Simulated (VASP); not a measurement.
# CdTe (F-43m) in VASP: notebook

CdTe is run at these levels: PBE; tasks: single point.

Program: VASP 6.6.1. These are calculated values, not measurements. Logs are shortened: lines on timing, memory, paths and dates and some standing lists are left out, and cuts for length are marked.

**What was measured.**

A printed reference work, data compilation reports, for a bulk crystal of CdTe at 0 K: band gap 1.607 eV.

How close the calculation comes is told below.

**1. The cell of the first run**

The structure is cubic, space group F-43m (No. 216). Conventional cell: a = 6.410 Å, b = 6.410 Å, c = 6.410 Å, α = 90.00°, β = 90.00°, γ = 90.00°. Within 3.7 Å of Cd (site symmetry -43m) lie 4 Te at 2.78 Å. Te (site symmetry -43m) has 4 Cd at 2.78 Å within 3.7 Å.

**2. Single point, PBE**

Input file INCAR:

```
ALGO = Normal ; EDIFF = 1E-6
ENCUT = 520 ; GGA = PE
ISIF = 2 ; ISMEAR = 0
LASPH = True ; LCHARG = False
LREAL = False ; LWAVE = False
NBANDS = 16 ; NELM = 100
PREC = Accurate ; SIGMA = 0.1
```

Input file KPOINTS:

```
k-points
0
Gamma
  6 6 6
```

Input file POSCAR:

```
CdTe
1.0
    0.0000000000      3.2049999200      3.2049999200
    3.2049999200      0.0000000000      3.2049999200
    3.2049999200      3.2049999200      0.0000000000
Cd Te
1 1
Direct
    0.0000000000      0.0000000000      0.0000000000
    0.2500000000      0.2500000000      0.2500000000
```

Potentials or basis: VASP PAW PBE potentials, release 64 (Cd, Te).

Launch:

```bash
> cat potpaw_PBE.64/Cd/POTCAR potpaw_PBE.64/Te/POTCAR > POTCAR
> mpirun -np 1 vasp_std > vasp.out
```

OUTCAR:

```text
EDIFF = 1E-6
   ENCUT = 520
   GGA = PE
   ISIF = 2
   ISMEAR = 0
   LASPH = True
   LREAL = False
   NELM = 100
   PREC = Accurate

 ion  position               nearest neighbor table
   1  0.000  0.000  0.000-   2 2.78   2 2.78   2 2.78   2 2.78
   2  0.250  0.250  0.250-   1 2.78   1 2.78   1 2.78   1 2.78

  LATTYP: Found a face centered cubic cell.
 ALAT       =     6.4099998400

  Lattice vectors:

 A1 = (   0.0000000000,   3.2049999200,   3.2049999200)
 A2 = (   3.2049999200,   0.0000000000,   3.2049999200)
 A3 = (   3.2049999200,   3.2049999200,   0.0000000000)

Analysis of symmetry for initial positions (statically):
=====================================================================
 Subroutine PRICEL returns:
 Original cell was already a primitive cell.

 Routine SETGRP: Setting up the symmetry group for a
 face centered cubic supercell.

 Subroutine GETGRP returns: Found 24 space group operations
 (whereof 24 operations were pure point group operations)
 out of a pool of 48 trial point group operations.

The static configuration has the point symmetry T_d .

Analysis of symmetry for dynamics (positions and initial velocities):
=====================================================================
 Subroutine PRICEL returns:
 Original cell was already a primitive cell.

 Routine SETGRP: Setting up the symmetry group for a
 face centered cubic supercell.

 Subroutine GETGRP returns: Found 24 space group operations
 (whereof 24 operations were pure point group operations)
 out of a pool of 48 trial point group operations.

The dynamic configuration has the point symmetry T_d .

 Subroutine INISYM returns: Found 24 space group operations
 (whereof 24 operations are pure point group operations),
 and found     1 'primitive' translations

----------------------------------------------------------------------------------------

                                     Primitive cell

  volume of cell :      65.8437

  direct lattice vectors                    reciprocal lattice vectors
     0.000000000  3.204999920  3.204999920    -0.156006244  0.156006244  0.156006244
     3.204999920  0.000000000  3.204999920     0.156006244 -0.156006244  0.156006244
     3.204999920  3.204999920  0.000000000     0.156006244  0.156006244 -0.156006244

  length of vectors
     4.532554354  4.532554354  4.532554354     0.270210741  0.270210741  0.270210741

  position of ions in fractional coordinates (direct lattice)
     0.000000000  0.000000000  0.000000000
     0.250000000  0.250000000  0.250000000

  ion indices of the primitive-cell ions
   primitive index   ion index
                 1           1
                 2           2

----------------------------------------------------------------------------------------

 KPOINTS: k-points

Automatic generation of k-mesh.
 Grid dimensions read from file:
 generate k-points for:    6    6    6

 Generating k-lattice:

  Cartesian coordinates                     Fractional coordinates (reciprocal lattice)
    -0.026001041  0.026001041  0.026001041     0.166666667  0.000000000  0.000000000
     0.026001041 -0.026001041  0.026001041     0.000000000  0.166666667  0.000000000
     0.026001041  0.026001041 -0.026001041     0.000000000  0.000000000  0.166666667

  Length of vectors
     0.045035124  0.045035124  0.045035124

  Shift w.r.t. Gamma in fractional coordinates (k-lattice)
     0.000000000  0.000000000  0.000000000

 Subroutine IBZKPT returns following result:
 ===========================================

 Found     16 irreducible k-points:

 Following reciprocal coordinates:
            Coordinates               Weight
  0.000000  0.000000  0.000000      1.000000
  0.166667  0.000000  0.000000      8.000000
  0.333333  0.000000  0.000000      8.000000
  0.500000  0.000000  0.000000      4.000000
  0.166667  0.166667  0.000000      6.000000
  0.333333  0.166667  0.000000     24.000000
[... 8 lines left out ...]
 -0.333333  0.333333  0.166667     24.000000
 -0.333333  0.500000  0.166667     12.000000
   k-points           NKPTS =     16   k-points in BZ     NKDIM =     16   number of bands    NBANDS=     16
   number of dos      NEDOS =    301   number of ions     NIONS =      2
   total plane-waves  NPLWV =  46656
   dimension x,y,z NGX =    36 NGY =   36 NGZ =   36
   dimension x,y,z NGXF=    72 NGYF=   72 NGZF=   72
   ions per type =               1   1
   NGX,Y,Z   is equivalent  to a cutoff of  13.20, 13.20, 13.20 a.u.
   NGXF,Y,Z  is equivalent  to a cutoff of  26.41, 26.41, 26.41 a.u.
 SYSTEM =  unknown system
   PREC   = accura    normal or accurate (medium, high low for compatibility)
   ISTART =      0    job   : 0-new  1-cont  2-samecut
   ICHARG =      2    charge: 1-file 2-atom 10-const
   ISPIN  =      1    spin polarized calculation?
   LNONCOLLINEAR =      F non collinear calculations
   LSORBIT =      F    spin-orbit coupling
   LASPH  =      T    aspherical Exc in radial PAW
   ENCUT  =  520.0 eV  38.22 Ry    6.18 a.u.   8.43  8.43  8.43*2*pi/ulx,y,z
   NELM   =    100;   NELMIN=  2; NELMDL= -5     # of ELM steps
   EDIFF  = 0.1E-05   stopping-criterion for ELM
   LREAL  =      F    real-space projection
   EDIFFG = 0.1E-04   stopping-criterion for IOM
   NSW    =      0    number of steps for IOM
   IBRION =     -1    ionic relax: 0-MD 1-quasi-New 2-CG
   NFREE  =      0    steps in history (QN), initial steepest desc. (CG)
   ISIF   =      2    stress and relaxation
   ISYM   =      2    0-nonsym 1-usesym 2-fastsym
   POTIM  = 0.5000    time-step for ionic-motion
   TEBEG  =    0.0;   TEEND  =   0.0 temperature during run
   PSTRESS=    0.0 pullay stress
   NELECT =      18.0000    total number of electrons
   NUPDOWN=      -1.0000    fix difference up-down
   EMIN   =  10.00;   EMAX   =-10.00  energy-range for DOS
   EFERMI =   0.00;   METHOD = LEGACY
   ISMEAR =     0;   SIGMA  =   0.10  broadening in eV -4-tet -1-fermi 0-gaus
   EFERMI_NEDOS =   21; number of points for ismear=-14 and -15
   IALGO  =     38    algorithm
   IMIX   =      4    mixing-type and parameters
     AMIX     =   0.40;   BMIX     =  1.00
     AMIX_MAG =   1.60;   BMIX_MAG =  1.00
  volume/ion in A,a.u.               =      32.92       222.17
  Fermi-wavevector in a.u.,A,eV,Ry     =   1.062497  2.007828 15.359610  1.128900
  Thomas-Fermi vector in A             =   2.197950
   LORBIT       =      0    0 simple, 1 ext, 2 COOP (PROOUT), +10 PAW based schemes
   GGA     = PE    functional components
   LHFCALC =     F    Hartree Fock is set to
   AEXX    =    0.0000 exact exchange contribution
   IVDW    =     0    specifies the selected vdW correction
   LEPSILON=     F    determine dielectric tensor
   LRPA    =     F    only Hartree local field effects (RPA)
 non-spin polarized calculation
 Gauss-broadening in eV      SIGMA  =   0.10
  energy-cutoff  :      520.00
  volume of cell :       65.84
 maximum number of plane-waves:      1807
 NGX is ok and might be reduce to    36
   NGX = 17   NGY = 17   NGZ = 17

 number of electron      17.9999995 magnetization

 Free energy of the ion-electron system (eV)
  ---------------------------------------------------
  ext. energy  EPLUGINS =         0.00000000
  ---------------------------------------------------
  free energy    TOTEN  =        -4.72107981 eV

  energy without entropy =       -4.72107981  energy(sigma->0) =       -4.72107981

 E-fermi :   3.0954     XC(G=0):  -8.7308

 val. band max:        2.6572972825   @ k =   0.0000   0.0000   0.0000
 cond. band min:       3.5292967110   @ k =   0.0000   0.0000   0.0000
 fundamental gap:      0.8719994285
 Fermi energy:         3.0953915193

 k-point     1 :       0.0000    0.0000    0.0000
  band No.  band energies     occupation
      1      -8.7108      2.00000
      2      -5.7523      2.00000
      3      -5.7523      2.00000
      4      -5.7523      2.00000
      5      -5.4667      2.00000
      6      -5.4667      2.00000
[... 8 lines left out ...]
     15      12.0708      0.00000
     16      12.0708      0.00000

 k-point     2 :       0.1667    0.0000    0.0000
  band No.  band energies     occupation
      1      -8.6033      2.00000
      2      -5.7318      2.00000
      3      -5.7318      2.00000
      4      -5.6658      2.00000
      5      -5.4681      2.00000
      6      -5.4681      2.00000
[... 8 lines left out ...]
     15      11.1480      0.00000
     16      11.1480      0.00000

 k-point     3 :       0.3333    0.0000    0.0000
  band No.  band energies     occupation
      1      -8.3882      2.00000
      2      -5.6966      2.00000
      3      -5.6966      2.00000
      4      -5.4637      2.00000
      5      -5.4637      2.00000
      6      -5.3659      2.00000
[... 8 lines left out ...]
     15      11.5787      0.00000
     16      11.5787      0.00000

 k-point     4 :       0.5000    0.0000    0.0000
  band No.  band energies     occupation
      1      -8.2830      2.00000
      2      -5.6830      2.00000
      3      -5.6830      2.00000
      4      -5.4569      2.00000
      5      -5.4569      2.00000
      6      -5.0863      2.00000
[... 8 lines left out ...]
     15      13.0456      0.00000
     16      13.0456      0.00000

 k-point     5 :       0.1667    0.1667    0.0000
  band No.  band energies     occupation
      1      -8.5679      2.00000
      2      -5.7111      2.00000
      3      -5.7111      2.00000
      4      -5.6682      2.00000
      5      -5.4759      2.00000
      6      -5.4584      2.00000
[... 8 lines left out ...]
     15      11.9502      0.00000
     16      12.3100      0.00000

 k-point     6 :       0.3333    0.1667    0.0000
  band No.  band energies     occupation
      1      -8.3898      2.00000
      2      -5.6839      2.00000
      3      -5.6710      2.00000
      4      -5.5265      2.00000
      5      -5.4520      2.00000
      6      -5.3914      2.00000
[... 8 lines left out ...]
     15      12.4674      0.00000
     16      12.4868      0.00000

 k-point     7 :       0.5000    0.1667    0.0000
  band No.  band energies     occupation
      1      -8.2512      2.00000
      2      -5.6678      2.00000
      3      -5.6540      2.00000
      4      -5.4852      2.00000
      5      -5.4537      2.00000
      6      -5.0614      2.00000
[... 8 lines left out ...]
     15      12.7704      0.00000
     16      13.1347      0.00000

 k-point     8 :      -0.3333    0.1667    0.0000
  band No.  band energies     occupation
      1      -8.2853      2.00000
      2      -5.6694      2.00000
      3      -5.6688      2.00000
      4      -5.4708      2.00000
      5      -5.4700      2.00000
      6      -5.1559      2.00000
[... 8 lines left out ...]
     15      11.9081      0.00000
     16      13.1062      0.00000

 k-point     9 :      -0.1667    0.1667    0.0000
  band No.  band energies     occupation
      1      -8.4603      2.00000
      2      -5.7083      2.00000
      3      -5.6928      2.00000
      4      -5.5298      2.00000
      5      -5.4776      2.00000
      6      -5.4425      2.00000
[... 8 lines left out ...]
     15      11.7064      0.00000
     16      12.5190      0.00000

 k-point    10 :       0.3333    0.3333    0.0000
  band No.  band energies     occupation
      1      -8.2864      2.00000
      2      -5.6210      2.00000
      3      -5.6210      2.00000
      4      -5.5719      2.00000
      5      -5.4416      2.00000
      6      -5.2670      2.00000
[... 8 lines left out ...]
     15      12.9706      0.00000
     16      14.8353      0.00000

 k-point    11 :       0.5000    0.3333    0.0000
  band No.  band energies     occupation
      1      -8.1863      2.00000
      2      -5.6212      2.00000
      3      -5.5975      2.00000
      4      -5.5408      2.00000
      5      -5.4428      2.00000
      6      -4.9892      2.00000
[... 8 lines left out ...]
     15      13.4264      0.00000
     16      14.3204      0.00000

 k-point    12 :      -0.3333    0.3333    0.0000
  band No.  band energies     occupation
      1      -8.1868      2.00000
      2      -5.6422      2.00000
      3      -5.6188      2.00000
      4      -5.4976      2.00000
      5      -5.4619      2.00000
      6      -4.9197      2.00000
[... 8 lines left out ...]
     15      11.7062      0.00000
     16      14.9865      0.00000

 k-point    13 :       0.5000    0.5000    0.0000
  band No.  band energies     occupation
      1      -8.1532      2.00000
      2      -5.5868      2.00000
      3      -5.5715      2.00000
      4      -5.5715      2.00000
      5      -5.4333      2.00000
      6      -4.9351      2.00000
[... 8 lines left out ...]
     15      13.5218      0.00000
     16      14.3298      0.00000

 k-point    14 :       0.5000    0.3333    0.1667
  band No.  band energies     occupation
      1      -8.2526      2.00000
      2      -5.6472      2.00000
      3      -5.6397      2.00000
      4      -5.5139      2.00000
      5      -5.4531      2.00000
      6      -5.1303      2.00000
[... 8 lines left out ...]
     15      13.0543      0.00000
     16      14.2205      0.00000

 k-point    15 :      -0.3333    0.3333    0.1667
  band No.  band energies     occupation
      1      -8.1868      2.00000
      2      -5.6392      2.00000
      3      -5.6233      2.00000
      4      -5.4940      2.00000
      5      -5.4641      2.00000
      6      -4.9186      2.00000
[... 8 lines left out ...]
     15      13.2616      0.00000
     16      13.9882      0.00000

 k-point    16 :      -0.3333    0.5000    0.1667
  band No.  band energies     occupation
      1      -8.1547      2.00000
      2      -5.6101      2.00000
      3      -5.6060      2.00000
      4      -5.5198      2.00000
      5      -5.4532      2.00000
      6      -4.8647      2.00000
[... 8 lines left out ...]
     15      13.8575      0.00000
     16      14.1569      0.00000

------------------------ aborting loop because EDIFF is reached ----------------------------------------

  FORCE on cell =-STRESS in cart. coord.  units (eV):
  Direction    XX          YY          ZZ          XY          YZ          ZX
  --------------------------------------------------------------------------------------
  -------------------------------------------------------------------------------------
  Total        1.8138648      1.8138648      1.8138648     -0.0000000      0.0000000      0.0000000
  in kB       44.1368608     44.1368608     44.1368608     -0.0000000      0.0000000      0.0000000
  external PRESSURE =      44.1368608 kB  Pullay stress =       0.0000000 kB

 VOLUME and BASIS-vectors are now :
 -----------------------------------------------------------------------------
  energy-cutoff  :      520.00
  volume of cell :       65.84
      direct lattice vectors                 reciprocal lattice vectors
     0.000000000  3.204999920  3.204999920    -0.156006244  0.156006244  0.156006244
     3.204999920  0.000000000  3.204999920     0.156006244 -0.156006244  0.156006244
     3.204999920  3.204999920  0.000000000     0.156006244  0.156006244 -0.156006244

 POSITION                                       TOTAL-FORCE (eV/Angst)
 -----------------------------------------------------------------------------------
      0.00000      0.00000      0.00000        -0.000000      0.000000     -0.000000
      1.60250      1.60250      1.60250         0.000000     -0.000000      0.000000
 -----------------------------------------------------------------------------------
    total drift:                               -0.000000     -0.000000     -0.000000

  FREE ENERGIE OF THE ION-ELECTRON SYSTEM (eV)
  ---------------------------------------------------
  free  energy   TOTEN  =        -4.7210798139 eV

  energy  without entropy=       -4.7210798139  energy(sigma->0) =       -4.72107981
```

Wall time 16 s (1 thread of Intel Xeon 6975P-C, shared host); peak memory 0.21 GiB.

Results:

- Free energy: -4.7211 eV
- Pressure: 4.4 GPa
- Band gap on the k mesh: 0.87 eV, direct

Caveat: spin-orbit coupling is left out, which moves the levels of the heavy elements. PBE gaps usually lie below the measured ones, often by a third to a half.

**3. Single point, PBE**

This run uses another cell than the first one, of 36.57 Å³/atom, 1.111 times its volume.

Input file INCAR:

```
PREC = Accurate
ENCUT = 520
EDIFF = 1E-6
ISMEAR = 0
SIGMA = 0.1
LREAL = False
LASPH = True
NELM = 100
ALGO = Normal
ISIF = 2
LWAVE = False
LCHARG = False
GGA = PE
NBANDS = 16
```

Input file KPOINTS:

```
Automatic mesh
0
Gamma
  6 6 6
```

Input file POSCAR:

```
CdTe
1.0
    0.0000000000      3.3192710678      3.3192710678
    3.3192710678      0.0000000000      3.3192710678
    3.3192710678      3.3192710678      0.0000000000
Cd Te
1 1
Direct
    0.0000000000      0.0000000000      0.0000000000
    0.2500000000      0.2500000000      0.2500000000
```

Potentials or basis: VASP PAW PBE potentials, release 64 (Cd, Te).

Launch:

```bash
> cat potpaw_PBE.64/Cd/POTCAR potpaw_PBE.64/Te/POTCAR > POTCAR
> mpirun -np 1 vasp_std > vasp.out
```

It took 16 s on 1 thread of Intel Xeon 6975P-C, shared host; peak memory 0.21 GiB.

Results (log left out):

```yaml
Free_energy: -4.8069 eV
Pressure: -0.2 GPa
Band_gap_on_the_k_mesh: 0.55 eV, direct
```

Levels at points of the mesh, in eV from the valence-band top:
| k point | band 7 | band 8 | band 9 | band 10 | band 11 | band 12 |
| --- | --- | --- | --- | --- | --- | --- |
| (0.00, 0.00, 0.00) | 0.00 | 0.00 | 0.00 | 0.55 | 4.64 | 4.64 |
| (0.50, 0.00, 0.00) | -4.03 | -0.67 | -0.67 | 1.74 | 5.21 | 5.21 |
| (0.50, 0.50, 0.00) | -3.97 | -1.63 | -1.63 | 2.67 | 2.76 | 8.47 |

Caveat: spin-orbit coupling is left out, which moves the levels of the heavy elements.

**4. Against experiment**

Step 3. A measured gap of CdTe is 1.607 eV (0 K; a printed reference work, data compilation); the calculated 0.55 eV misses it by -1.05 eV. So large a miss can be the level of theory's own, or it may mean another phase, state or a wrong row. Spin-orbit coupling on Cd, Te is left out. The value is that of PBE, without temperature or zero-point motion. Semilocal functionals fall short of measured gaps as a rule.
